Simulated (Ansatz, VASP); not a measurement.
# C (Diamond) in two plane-wave programs, part 2 of 2

One calculation is typed for both programs; each brings its own data sets and cutoff. How far apart do they land? The cell is taken from a series of VASP runs on this material, whose earlier steps may have relaxed, scaled or displaced it; both programs get it as it stands.

VASP 6.6.1 and Ansatz 0.2.0.

So far: The structure; Ansatz: zone-centre phonons, r2SCAN; VASP: zone-centre phonons, r2SCAN.

## Step 4: Side by side

Known differences besides the potentials themselves: VASP keeps PBE cores, Ansatz makes them for the functional; the cutoff is 500 eV in Ansatz and 520 eV in VASP; VASP uses finite displacements, Ansatz perturbation theory. Total energies have different zeros and are not compared.

The two programs side by side:

```csv
quantity,Ansatz,VASP,difference
optical mode 1 to 3 (cm⁻¹),1320.8,1323.1,-0.17 %
```

Modes are paired by rising frequency and degeneracy, not by their patterns, so a pair may still set unlike modes beside each other.

## Step 5: Ansatz: zone-centre phonons, RPBE

Second derivatives magnify differences that forces hide, and they need a tight electronic threshold. The cell compared in this pair holds 11.57 Å³, against 11.31 Å³ for the pair before.

The cell is taken from a series of VASP runs on this material, whose earlier steps may have relaxed, scaled or displaced it; both programs get it as it stands.

input.yaml

```yaml
crystal:
  lattice:
    - [0.0, 1.7949940305, 1.7949940305]
    - [1.7949940305, 0.0, 1.7949940305]
    - [1.7949940305, 1.7949940305, 0.0]
  atoms:
    - { symbol: C, position: [0.75, 0.75, 0.75] }
    - { symbol: C, position: [0.5, 0.5, 0.5] }
hamiltonian:
  xc: rpbe
  pseudopotentials: { kind: paw }
kpoints:
  mp_grid: { grid: [14, 14, 14] }
scf:
  occupations: { method: fixed }
phonons:
  method: dfpt
  qpoints: [[0, 0, 0]]
  dielectric: true
  rigid_motions: translations
```

Launch:

```
$ ansatz run input.yaml --threads 4 --pin off --max-ram 9216MiB --backend cpu --events-out ev --progress --plain --runs-dir out
```

Numbers of over 12 decimals in the logs are rounded to 6 here.

Log:

```text
[...]
Crystal: 2 atoms, lattice volume = 11.567 Å³
Basis set: ecut = 420 eV, 229 PW (Γ), exchange–correlation on 40×40×40 points (8 copies of the dense FFT grid, shifted against one another)
Bands: 8, of which v1, the nominal top of the filled ones, is band 4 counted from 1 (3 counted from 0)
Symmetry: 48 space group operations
k-points: 428 of 2744 (irreducible under 4 space group operations, time reversal used)
[...]
optical modes at Γ + LO–TO along q̂ = [1.0000, 0.0000, 0.0000]:
      ω (cm⁻¹)  modes    IR ((D/Å)²/amu)
       1276.26      3             0.0000
  optical modes at Γ + LO–TO along q̂ = [0.0000, 1.0000, 0.0000]:
      ω (cm⁻¹)  modes    IR ((D/Å)²/amu)
       1276.26      3             0.0000
  optical modes at Γ + LO–TO along q̂ = [0.0000, 0.0000, 1.0000]:
      ω (cm⁻¹)  modes    IR ((D/Å)²/amu)
       1276.26      3             0.0000
--- Phonons (arbitrary-q DFPT): 1 explicit q-point ---
[...]
[key lines of the parts left out:]
SCF converged after 6 iterations
Free energy (F): -504.099368 eV
Fermi energy:    13.090304 eV
```

Wall time 2.2 s (4 threads of Intel Xeon 6975P-C (Granite Rapids), shared host); peak memory 0.47 GiB.

## Step 6: VASP: zone-centre phonons, RPBE

The same cell, functional and mesh now go to VASP, with its own data sets and cutoff.

INCAR

```
SYSTEM = C
PREC = Accurate
ENCUT = 520
EDIFF = 1E-08
NELM = 100
ISMEAR = 0
SIGMA = 0.03
LREAL = .FALSE.
ALGO = Normal
GGA = RP
NBANDS = 10
LORBIT = 11
LWAVE = .FALSE.
LCHARG = .FALSE.
KPAR = 8
IBRION = 8
LEPSILON = .TRUE.
LPEAD = .TRUE.
ISIF = 2
```

POSCAR

```
C
1.0
    0.0000000000      1.7949940305      1.7949940305
    1.7949940305      0.0000000000      1.7949940305
    1.7949940305      1.7949940305      0.0000000000
C
2
Direct
    0.7500000000      0.7500000000      0.7500000000
    0.5000000000      0.5000000000      0.5000000000
```

KPOINTS

```
Automatic mesh
0
Gamma
14 14 14
0 0 0
```

PAW data sets: C (PBE family, release 64).

Launch:

```
$ mpirun -np 8 vasp_std
```

Log:

```text
[banner, memory and clock lines left out]
running    8 mpi-ranks, on    1 nodes
[...]
[... a notice as in an earlier step ...]

 [... a notice as in an earlier step ...]

 LDA part: xc-table for (Slater+PW92), standard interpolation
 POSCAR, INCAR and KPOINTS ok, starting setup
[...]
entering main loop
       N       E                     dE             d eps       ncg     rms          rms(c)
DAV:   1     0.111913092109E+01    0.11191E+01   -0.48346E+03  2200   0.762E+02
DAV:   2    -0.174245428825E+02   -0.18544E+02   -0.17895E+02  2902   0.124E+02
DAV:   3    -0.177628528040E+02   -0.33831E+00   -0.33768E+00  2438   0.132E+01
DAV:   4    -0.177634991111E+02   -0.64631E-03   -0.64627E-03  2266   0.697E-01
[...]
DAV:  11    -0.172347560257E+02   -0.59637E-06   -0.84175E-07  2612   0.893E-03    0.774E-04
DAV:  12    -0.172347559735E+02    0.52166E-07   -0.94006E-08  2204   0.324E-03    0.176E-04
DAV:  13    -0.172347559702E+02    0.33185E-08   -0.22061E-09  1486   0.442E-04
[...]
RMM:   9    -0.167500269334E+00   -0.12900E-06   -0.19096E-10  7462   0.133E-04    0.299E-06
 change of polarisation eV/A/(eV/A) component  3 :     0.016     0.063     0.311
 dielectric tensor                  component  3 :     0.246     0.991     5.866
 Linear response DOF=           1
 Linear response progress:
  Degree of freedom:   1/  1
       N       E                     dE             d eps       ncg     rms          rms(c)
RMM:   1    -0.117864455527E+00   -0.11786E+00   -0.11361E-02 20521   0.204E+00
RMM:   2    -0.109049726523E+00    0.88147E-02   -0.10063E-03 13040   0.387E-01    0.170E-01
RMM:   3    -0.109399619727E+00   -0.34989E-03   -0.26206E-05 12899   0.950E-02    0.949E-02
RMM:   4    -0.110146893042E+00   -0.74727E-03   -0.68939E-05 12810   0.101E-01    0.137E-02
[...]
RMM:   9    -0.110090861186E+00    0.17195E-06   -0.11946E-09 14581   0.398E-05    0.580E-06
RMM:  10    -0.110090878159E+00   -0.16973E-07    0.64711E-09 14465   0.150E-05    0.284E-07
RMM:  11    -0.110090881735E+00   -0.35762E-08   -0.10300E-09 10584   0.465E-06    0.168E-07
 first order change of Fermi-energy   0.59148E-04
 force on displaced ion       1 direction 1 : -36.268  -0.000  -0.000
 Born effective charge ion    1 direction 1 :  -0.001   0.000   0.000
 Born effective charges drift removed
 Linear response finished
```

OUTCAR, selected parts (step 6):

```text
  Total        0.0000417      0.0000417      0.0000417     -0.0000000      0.0000000     -0.0000000
  in kB        0.0057760      0.0057760      0.0057760     -0.0000000      0.0000000     -0.0000000
  external PRESSURE =       0.0057760 kB  Pullay stress =       0.0000000 kB

 POSITION                                       TOTAL-FORCE (eV/Angst)
 -----------------------------------------------------------------------------------
      2.69249      2.69249      2.69249        -0.000000     -0.000000     -0.000000
      1.79499      1.79499      1.79499         0.000000      0.000000      0.000000
 -----------------------------------------------------------------------------------
    total drift:                                0.000000     -0.000000      0.000000

 MACROSCOPIC STATIC DIELECTRIC TENSOR (including local field effects in DFT)
 ------------------------------------------------------
           5.865573     0.000000    -0.000000
          -0.000000     5.865573     0.000000
          -0.000000    -0.000000     5.865573
 ------------------------------------------------------

 MACROSCOPIC STATIC DIELECTRIC TENSOR IONIC CONTRIBUTION
 ------------------------------------------------------
           0.000000     0.000000     0.000000
           0.000000     0.000000     0.000000
           0.000000     0.000000     0.000000
 ------------------------------------------------------

[... 1 part as in an earlier step ...]

[... 1 further part left out ...]
```

## Step 7: Differences

What differs besides the data sets and the points named for the pairs above, as far as they apply: the cutoff is 420 eV in Ansatz and 520 eV in VASP; Ansatz makes its cores anew for this functional, VASP keeps those of its PBE data sets; VASP leaves aspherical gradient terms in its spheres out (LASPH is not set), Ansatz keeps them. Total energies have different zeros and are not compared.

Compared:

```csv
quantity,Ansatz,VASP,difference
ε∞ xx,5.90,5.87,+0.55 %
ε∞ yy,5.90,5.87,+0.55 %
ε∞ zz,5.90,5.87,+0.55 %
Born charge of C1 (mean of the diagonal) (e),0.00,0.00,0.00
optical mode 1 to 3 (cm⁻¹),1276.3,1281.5,-0.41 %
```

Modes are paired by rising frequency and degeneracy, not by their patterns, so a pair may still set unlike modes beside each other.

## Step 8: Results

| Property | Result |
| --- | --- |
| r.m.s. difference of the optical zone-centre modes, each program's sorted by frequency (zone-centre phonons, r2SCAN) | 2.3 cm⁻¹ |
| r.m.s. difference of the optical zone-centre modes, each program's sorted by frequency (zone-centre phonons, RPBE) | 5.2 cm⁻¹ |
| difference in ε∞ xx (zone-centre phonons, RPBE) | +0.5 % |

What this shows: The r.m.s. difference of the optical zone-centre modes, each program's sorted by frequency is 2.3 cm⁻¹ (zone-centre phonons, r2SCAN). Among the rows given in per cent, the largest difference of the zone-centre phonons, RPBE pair is in ε∞ xx, +0.5 %; the dielectric tensor converges slowly with the mesh, which Ansatz refines and VASP takes as typed. How closely two codes agree says nothing of how well the functional describes the real material.

[Lines on the potential files, build, host, timing and source positions are cut from VASP's logs without a mark.]

[Logs are printed without paths, hosts, clocks, repeated set-up lines and the standing remarks that a program may print on its own settings, such as how far it seeks lower states.]

[Hosts, paths, dates, database ids (printed as entryN), source tags and the programs' standing remarks are cut or masked in the printed files.]
